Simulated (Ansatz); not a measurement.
Born–Oppenheimer molecular dynamics of a periodic cell of 19 atoms, C (surface graphene monolayer, adsorbate C). It starts from a relaxed structure.

Computed with Ansatz, DFT PBEsol, scalar-relativistic, plane waves, PAW. Settings: accuracy low, cutoff 420 eV, k mesh 2x2x1, fermi-dirac smearing 0.05 eV, spin collinear.

| Item | Value |
| --- | --- |
| ensemble | NVT, Langevin thermostat |
| time step | 1 fs |
| steps asked | 80 |
| set temperature | 900 K |
| friction | 0.01 /fs |
| seed | 56189 |

Frames 2 fs apart, positions in Å, forces in eV/Å.

Velocities at 20.0 fs (Å/ps):

```
C -2.37 2.91 0.21
C -1.87 -0.26 5.00
C -3.14 -5.56 -5.66
C 4.58 0.38 3.33
C -5.62 0.88 -3.71
C -6.94 14.30 -1.15
C 5.92 2.16 8.70
C -4.72 0.67 0.03
C -2.98 -5.19 -0.03
C 4.65 3.54 6.49
C -1.11 -2.14 -8.91
C -4.29 -0.39 0.70
C 4.82 14.38 -3.04
C 0.19 -2.62 -1.20
C 2.33 -6.73 9.76
C -5.52 3.21 -7.63
C -4.41 -3.34 -1.63
C 2.39 7.90 -1.56
C -1.18 -1.93 -0.62
```

```xyz
19
Lattice="7.3980 0.0000 0.0000 -3.6990 6.4069 0.0000 0.0000 0.0000 11.0000" Properties=species:S:1:pos:R:3:forces:R:3 time_fs=20.0 energy_less_start_eV=1.771 T=356
C -0.045 0.003 0.910 5.42 -2.25 0.21
C 1.232 0.718 1.062 -1.24 0.70 -0.12
C -1.189 2.116 0.761 -1.15 0.66 0.45
C -0.030 2.856 0.826 2.55 0.60 0.80
C -2.411 4.301 0.901 -2.67 -1.44 0.04
C -1.222 5.015 1.035 -1.32 -1.27 -0.81
C 2.403 -0.030 1.382 0.82 1.49 0.99
C 3.812 0.894 1.359 1.00 -7.14 0.78
C 1.292 2.139 1.056 -3.03 0.26 -1.02
C 2.481 2.882 1.046 1.35 -1.18 0.11
C -0.071 4.308 0.914 4.35 -1.03 -0.02
C 1.266 5.041 0.906 -1.50 -1.76 1.23
C 5.009 0.009 1.007 -1.14 1.27 -0.35
C 6.231 0.684 0.831 -3.56 2.45 0.18
C 3.728 2.162 1.021 -0.30 6.07 -1.65
C 4.968 2.851 0.807 0.25 0.77 0.09
C 2.520 4.292 0.977 -4.48 -1.13 -0.69
C 3.659 4.948 0.965 5.12 3.04 -0.19
C 3.215 0.348 2.598 -0.47 -0.08 -0.03
19
Lattice="7.3980 0.0000 0.0000 -3.6990 6.4069 0.0000 0.0000 0.0000 11.0000" Properties=species:S:1:pos:R:3:forces:R:3 time_fs=22.0 energy_less_start_eV=1.508 T=491
C -0.041 0.005 0.913 5.42 -2.29 0.25
C 1.226 0.714 1.070 -1.00 1.00 -0.11
C -1.199 2.106 0.753 -0.34 1.71 0.53
C -0.017 2.860 0.834 1.28 -0.11 0.43
C -2.422 4.297 0.893 -2.15 -0.40 0.06
C -1.240 5.041 1.031 -0.05 -3.14 -1.21
C 2.417 -0.022 1.401 -0.18 1.42 0.48
C 3.804 0.884 1.360 1.61 -6.43 0.45
C 1.282 2.129 1.054 -2.15 0.78 -0.82
C 2.491 2.884 1.059 0.51 -1.69 0.05
C -0.069 4.303 0.894 3.25 0.09 0.43
C 1.256 5.040 0.910 -1.10 -0.94 1.04
C 5.017 0.041 1.002 -2.10 -0.95 -0.27
C 6.227 0.682 0.832 -3.10 3.05 0.05
C 3.732 2.157 1.037 -0.59 6.25 -1.75
C 4.956 2.859 0.792 0.74 -0.01 0.30
C 2.506 4.284 0.974 -2.92 0.17 -0.56
C 3.671 4.968 0.961 3.12 1.51 -0.15
C 3.212 0.343 2.592 -0.25 -0.04 0.82
19
Lattice="7.3980 0.0000 0.0000 -3.6990 6.4069 0.0000 0.0000 0.0000 11.0000" Properties=species:S:1:pos:R:3:forces:R:3 time_fs=24.0 energy_less_start_eV=1.149 T=630
C -0.019 0.002 0.920 3.44 -1.16 0.09
C 1.216 0.711 1.079 -0.28 1.35 -0.02
C -1.214 2.100 0.745 0.53 2.56 0.64
C -0.002 2.862 0.845 0.06 -0.54 0.00
C -2.442 4.292 0.883 -1.15 0.65 0.13
C -1.261 5.055 1.026 1.01 -3.90 -1.36
C 2.432 -0.008 1.422 -1.32 0.63 -0.49
C 3.802 0.855 1.358 1.79 -3.67 -0.23
C 1.268 2.124 1.050 -1.16 0.99 -0.56
C 2.506 2.880 1.071 -0.78 -1.43 -0.08
C -0.061 4.300 0.875 2.12 0.87 0.89
C 1.244 5.038 0.923 -0.53 -0.46 0.71
C 5.021 0.070 0.997 -2.91 -2.89 -0.21
C 6.215 0.689 0.831 -1.13 2.62 -0.03
C 3.731 2.169 1.048 -0.27 4.08 -1.38
C 4.946 2.869 0.780 0.86 -0.69 0.46
C 2.489 4.277 0.970 -1.38 1.28 -0.38
C 3.688 4.992 0.956 0.97 -0.34 -0.08
C 3.209 0.336 2.585 0.12 0.07 1.90
19
Lattice="7.3980 0.0000 0.0000 -3.6990 6.4069 0.0000 0.0000 0.0000 11.0000" Properties=species:S:1:pos:R:3:forces:R:3 time_fs=26.0 energy_less_start_eV=1.086 T=708
C 0.013 -0.005 0.926 0.76 0.51 -0.09
C 1.203 0.713 1.091 0.71 1.51 0.05
C -1.229 2.097 0.739 1.31 3.43 0.75
C 0.014 2.860 0.858 -1.01 -0.57 -0.44
C -2.467 4.292 0.874 0.19 1.35 0.15
C -1.281 5.055 1.018 1.78 -3.59 -1.23
C 2.442 0.007 1.445 -2.31 -0.64 -1.65
C 3.807 0.815 1.351 1.40 -0.27 -0.60
C 1.249 2.126 1.046 -0.06 0.92 -0.23
C 2.522 2.869 1.080 -2.42 -0.28 -0.27
C -0.049 4.298 0.859 1.10 1.31 1.25
C 1.230 5.035 0.935 0.04 -0.28 0.37
C 5.018 0.089 0.997 -2.86 -4.10 -0.36
C 6.202 0.708 0.829 0.66 1.24 -0.03
C 3.729 2.195 1.055 0.75 0.91 -0.92
C 4.942 2.882 0.770 0.45 -1.39 0.63
C 2.471 4.275 0.963 -0.08 1.72 -0.11
C 3.706 5.014 0.953 -1.00 -2.04 -0.04
C 3.204 0.329 2.583 0.61 0.26 2.80
19
Lattice="7.3980 0.0000 0.0000 -3.6990 6.4069 0.0000 0.0000 0.0000 11.0000" Properties=species:S:1:pos:R:3:forces:R:3 time_fs=28.0 energy_less_start_eV=1.349 T=616
C 0.048 -0.010 0.930 -1.60 1.92 -0.26
C 1.192 0.724 1.101 1.54 1.35 0.10
C -1.240 2.106 0.735 1.87 3.72 0.79
C 0.027 2.858 0.869 -1.84 -0.14 -0.81
C -2.494 4.297 0.867 1.70 1.33 0.00
C -1.296 5.042 1.005 2.21 -2.44 -0.77
C 2.438 0.021 1.466 -2.68 -1.92 -2.55
C 3.815 0.774 1.343 0.57 2.52 -0.59
C 1.233 2.131 1.040 0.87 0.72 0.10
C 2.528 2.857 1.086 -3.58 1.35 -0.51
C -0.035 4.300 0.849 0.04 1.22 1.45
C 1.214 5.033 0.949 0.73 -0.10 0.03
C 5.009 0.095 0.994 -1.87 -4.38 -0.61
C 6.192 0.732 0.824 1.44 -0.38 0.02
C 3.730 2.228 1.055 1.63 -1.96 -0.54
C 4.943 2.894 0.760 -0.12 -1.64 0.79
C 2.452 4.283 0.953 0.87 1.32 0.21
C 3.722 5.028 0.950 -2.74 -2.87 -0.03
C 3.200 0.321 2.585 0.96 0.36 3.18
19
Lattice="7.3980 0.0000 0.0000 -3.6990 6.4069 0.0000 0.0000 0.0000 11.0000" Properties=species:S:1:pos:R:3:forces:R:3 time_fs=30.0 energy_less_start_eV=1.664 T=514
C 0.075 -0.010 0.929 -3.20 2.65 -0.35
C 1.187 0.741 1.107 2.01 0.79 0.17
C -1.244 2.121 0.738 2.13 3.43 0.71
C 0.036 2.856 0.873 -2.36 0.51 -0.98
C -2.519 4.307 0.862 3.36 0.32 -0.23
C -1.306 5.018 0.993 2.35 -0.94 -0.26
C 2.426 0.030 1.481 -2.24 -2.60 -2.79
C 3.824 0.742 1.331 -0.56 4.09 -0.18
C 1.224 2.142 1.035 1.37 0.44 0.29
C 2.521 2.850 1.088 -3.49 2.50 -0.67
C -0.022 4.306 0.844 -1.09 0.53 1.50
C 1.198 5.027 0.964 1.58 0.28 -0.29
C 4.994 0.083 0.988 -0.32 -3.78 -0.89
C 6.183 0.756 0.818 1.48 -1.94 0.13
C 3.739 2.261 1.053 1.49 -3.83 -0.28
C 4.946 2.900 0.751 -0.56 -1.10 0.90
C 2.439 4.294 0.946 1.39 0.60 0.48
C 3.733 5.030 0.948 -4.28 -2.36 -0.02
C 3.203 0.315 2.594 0.94 0.39 2.77
19
Lattice="7.3980 0.0000 0.0000 -3.6990 6.4069 0.0000 0.0000 0.0000 11.0000" Properties=species:S:1:pos:R:3:forces:R:3 time_fs=32.0 energy_less_start_eV=1.824 T=449
C 0.090 -0.004 0.926 -3.88 2.82 -0.31
C 1.189 0.763 1.111 1.83 -0.20 0.16
C -1.243 2.142 0.745 2.22 2.60 0.61
C 0.041 2.855 0.874 -2.55 1.13 -0.99
C -2.536 4.320 0.854 4.40 -0.90 -0.42
C -1.311 4.994 0.983 2.41 0.46 0.15
C 2.413 0.033 1.484 -1.24 -2.67 -2.34
C 3.833 0.721 1.315 -1.61 4.72 0.42
C 1.224 2.155 1.035 1.39 0.20 0.30
C 2.506 2.849 1.085 -2.11 3.01 -0.72
C -0.013 4.311 0.844 -1.90 -0.21 1.44
C 1.190 5.021 0.978 2.01 0.51 -0.59
C 4.979 0.059 0.976 1.11 -2.50 -1.01
C 6.177 0.777 0.815 1.27 -3.02 0.18
C 3.755 2.285 1.055 0.23 -4.69 -0.11
C 4.950 2.905 0.749 -0.79 -0.33 0.88
C 2.431 4.309 0.940 1.58 -0.30 0.70
C 3.732 5.025 0.947 -5.00 -0.98 -0.04
C 3.210 0.309 2.609 0.63 0.33 1.69
19
Lattice="7.3980 0.0000 0.0000 -3.6990 6.4069 0.0000 0.0000 0.0000 11.0000" Properties=species:S:1:pos:R:3:forces:R:3 time_fs=34.0 energy_less_start_eV=1.688 T=504
C 0.091 0.012 0.925 -3.97 2.38 -0.18
C 1.197 0.786 1.116 1.31 -1.31 0.07
C -1.239 2.170 0.749 1.96 1.07 0.59
C 0.035 2.855 0.873 -2.03 1.57 -0.89
C -2.539 4.331 0.846 4.03 -1.56 -0.47
C -1.307 4.971 0.967 2.16 1.70 0.51
C 2.402 0.028 1.477 -0.11 -2.31 -1.68
C 3.835 0.713 1.298 -2.12 4.56 0.90
C 1.230 2.170 1.038 0.79 0.07 0.20
C 2.487 2.860 1.081 -0.23 2.87 -0.68
C -0.013 4.311 0.849 -1.87 -0.61 1.30
C 1.189 5.018 0.990 1.74 0.10 -0.83
C 4.966 0.025 0.962 1.81 -0.48 -0.84
C 6.172 0.790 0.818 1.08 -3.30 0.12
C 3.772 2.295 1.060 -1.36 -4.83 -0.07
C 4.952 2.910 0.754 -0.79 0.28 0.74
C 2.428 4.320 0.936 1.45 -0.98 0.83
C 3.715 5.014 0.948 -4.12 0.56 -0.12
C 3.215 0.306 2.627 0.29 0.23 0.50
19
Lattice="7.3980 0.0000 0.0000 -3.6990 6.4069 0.0000 0.0000 0.0000 11.0000" Properties=species:S:1:pos:R:3:forces:R:3 time_fs=36.0 energy_less_start_eV=1.397 T=664
C 0.078 0.034 0.925 -3.48 1.53 0.04
C 1.208 0.808 1.124 0.51 -2.20 -0.14
C -1.225 2.201 0.754 0.93 -0.84 0.58
C 0.024 2.856 0.874 -1.04 1.96 -0.74
C -2.526 4.336 0.835 2.22 -1.43 -0.30
C -1.294 4.953 0.951 1.65 2.72 0.77
C 2.394 0.018 1.463 0.95 -1.76 -1.12
C 3.826 0.720 1.284 -1.78 3.59 1.02
C 1.238 2.186 1.039 0.15 -0.10 0.16
C 2.472 2.882 1.077 1.39 1.98 -0.59
C -0.017 4.308 0.860 -1.20 -0.65 1.12
C 1.194 5.019 0.999 1.10 -0.75 -0.99
C 4.962 -0.010 0.945 1.41 1.99 -0.32
C 6.173 0.793 0.826 0.95 -2.72 -0.03
C 3.783 2.293 1.063 -2.50 -4.34 -0.13
C 4.954 2.920 0.764 -0.59 0.30 0.55
C 2.432 4.327 0.936 0.83 -1.30 0.85
C 3.685 5.000 0.951 -1.58 1.87 -0.29
C 3.217 0.303 2.644 0.07 0.15 -0.44
19
Lattice="7.3980 0.0000 0.0000 -3.6990 6.4069 0.0000 0.0000 0.0000 11.0000" Properties=species:S:1:pos:R:3:forces:R:3 time_fs=38.0 energy_less_start_eV=1.257 T=702
C 0.052 0.060 0.926 -2.52 0.33 0.31
C 1.218 0.819 1.137 -0.28 -2.24 -0.45
C -1.209 2.229 0.758 -0.46 -2.43 0.60
C 0.013 2.863 0.871 0.09 1.93 -0.58
C -2.508 4.338 0.825 0.29 -0.79 -0.03
C -1.274 4.943 0.938 0.68 3.30 0.89
C 2.388 0.003 1.446 1.74 -1.03 -0.74
C 3.808 0.736 1.273 -0.99 2.16 0.95
C 1.246 2.201 1.036 -0.32 -0.55 0.19
C 2.462 2.908 1.067 2.41 0.52 -0.40
C -0.021 4.303 0.868 -0.43 -0.57 0.94
C 1.202 5.011 1.006 0.53 -0.88 -1.06
C 4.969 -0.038 0.926 0.31 3.81 0.37
C 6.175 0.785 0.839 0.71 -1.53 -0.29
C 3.784 2.279 1.066 -2.82 -3.23 -0.34
C 4.956 2.936 0.776 -0.47 -0.46 0.41
C 2.439 4.330 0.936 -0.05 -1.45 0.77
C 3.649 4.990 0.952 1.53 2.96 -0.47
C 3.213 0.300 2.659 0.03 0.15 -1.06
19
Lattice="7.3980 0.0000 0.0000 -3.6990 6.4069 0.0000 0.0000 0.0000 11.0000" Properties=species:S:1:pos:R:3:forces:R:3 time_fs=40.0 energy_less_start_eV=1.368 T=732
C 0.019 0.091 0.927 -0.77 -1.29 0.62
C 1.226 0.823 1.153 -1.03 -1.78 -0.86
C -1.192 2.247 0.766 -2.02 -3.23 0.64
C 0.004 2.877 0.871 1.13 1.44 -0.43
C -2.492 4.338 0.821 -0.92 0.04 0.21
C -1.244 4.944 0.925 -1.08 3.37 0.88
C 2.383 -0.019 1.426 2.28 -0.13 -0.26
C 3.786 0.758 1.266 -0.17 0.74 0.93
C 1.252 2.214 1.034 -0.51 -0.97 0.28
C 2.458 2.935 1.054 2.75 -1.46 -0.13
C -0.027 4.302 0.878 0.54 -0.55 0.72
C 1.207 4.997 1.010 0.28 0.12 -1.09
C 4.980 -0.046 0.908 -0.88 3.84 0.99
C 6.179 0.771 0.854 0.02 0.14 -0.57
C 3.774 2.259 1.068 -2.53 -1.60 -0.63
C 4.957 2.952 0.794 -0.33 -1.59 0.29
C 2.444 4.326 0.938 -1.03 -1.07 0.63
C 3.616 4.989 0.954 4.28 3.81 -0.62
C 3.207 0.296 2.672 0.00 0.16 -1.61
19
Lattice="7.3980 0.0000 0.0000 -3.6990 6.4069 0.0000 0.0000 0.0000 11.0000" Properties=species:S:1:pos:R:3:forces:R:3 time_fs=42.0 energy_less_start_eV=1.637 T=602
C -0.018 0.118 0.931 1.84 -2.92 0.90
C 1.230 0.823 1.170 -1.53 -1.19 -1.19
C -1.182 2.252 0.777 -2.95 -3.29 0.65
C -0.005 2.895 0.871 1.84 0.53 -0.24
C -2.474 4.339 0.822 -1.75 0.60 0.28
C -1.220 4.957 0.911 -2.27 2.87 0.81
C 2.385 -0.042 1.405 2.34 0.98 0.22
C 3.764 0.782 1.267 0.39 -0.74 0.89
C 1.255 2.226 1.032 -0.49 -1.28 0.37
C 2.464 2.962 1.041 2.38 -3.90 0.15
C -0.029 4.303 0.893 1.20 -0.29 0.45
C 1.212 4.987 1.009 0.03 1.22 -1.01
C 4.986 -0.040 0.894 -1.63 3.03 1.43
C 6.184 0.756 0.863 -1.50 1.99 -0.76
C 3.754 2.235 1.065 -1.60 0.50 -0.88
C 4.960 2.961 0.814 -0.57 -2.47 0.20
C 2.447 4.316 0.942 -1.00 0.57 0.40
C 3.599 5.004 0.952 5.33 3.60 -0.64
C 3.203 0.289 2.686 -0.07 0.15 -2.02
```

Of the whole run (80 fs, mean temperature of the second half 697 K): The mean temperature of the second half is 23 % below the set value. A run of 0.08 ps of so small a system gives no equilibrium averages. Limits of this set-up: coarse k mesh, slab without dipole correction, low accuracy level.

Run time: 16 min on 1 thread of Intel(R) Xeon(R) 6975P-C (Granite Rapids), with other jobs on the host, peak memory 0.85 GiB.
